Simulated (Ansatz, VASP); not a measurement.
**KF: VASP beside Ansatz**

File INCAR:

```
  ALGO = Normal
  EDIFF = 1E-7
  ENCUT = 520
  GGA = PE
  ISIF = 2
  ISMEAR = 0
  LASPH = T
  LCHARG = T
  LELF = T
  LREAL = F
  LVHAR = T
  LWAVE = F
  NBANDS = 15
  NELM = 100
  PREC = Accurate
  SIGMA = 0.05
```

Contents of KPOINTS:

```
k-points
0
Gamma
  8 8 8
```

POSCAR

```
KF
1.0
    0.0000000000      2.5398250000      2.6735000000
    2.5398250000      0.0000000000      2.6735000000
    2.5398250000      2.5398250000      0.0000000000
K F
1 1
Direct
    0.0000000000      0.0000000000      0.0000000000
    0.5000000000      0.5000000000      0.5000000000
```

Input for Ansatz:

```yaml
crystal:
  lattice:
    - [0.0, 2.539825, 2.6735]
    - [2.539825, 0.0, 2.6735]
    - [2.539825, 2.539825, 0.0]
  atoms:
    - { symbol: K, position: [0.0, 0.0, 0.0] }
    - { symbol: F, position: [0.5, 0.5, 0.5] }
basis:
  ecutwfc: 420
kpoints:
  mp_grid: { grid: [8, 8, 8] }
hamiltonian:
  xc: pbe
scf:
  occupations: { method: gaussian, width: 0.05 }
output:
  forces: true
  stress: true
  eigenvalues: true
```

Change from the starting cell: strain -0.050 along x and y, +0.000 along z, atoms carried along.

Alike in both runs: task single point; functional PBE; k mesh 8 × 8 × 8; occupations gaussian, width 0.05 eV; no spin polarisation.

|  | VASP | Ansatz |
| --- | --- | --- |
| version | VASP 6.6.1 | Ansatz 0.2.0 |
| potentials or method | VASP PAW PBE potentials, release 64 (K_sv, F) | scalar-relativistic, plane waves, PAW |
| plane-wave cutoff (eV) | 520 | 420 |
| valence electrons in the cell | 16 | 16 |

|  | VASP | Ansatz | Ansatz less VASP |
| --- | --- | --- | --- |
| gap on the k mesh at the Fermi level (eV) | 6.67 | 6.69 | +0.019 |
| least direct gap on the mesh (eV) | 6.67 | 6.69 | +0.019 |
| pressure (GPa) | 6.4 | 6.2 | -0.17 |
| largest component of the traceless stress (GPa) | 3.17 | 3.06 | -0.114 |

A k mesh can miss the band edges.
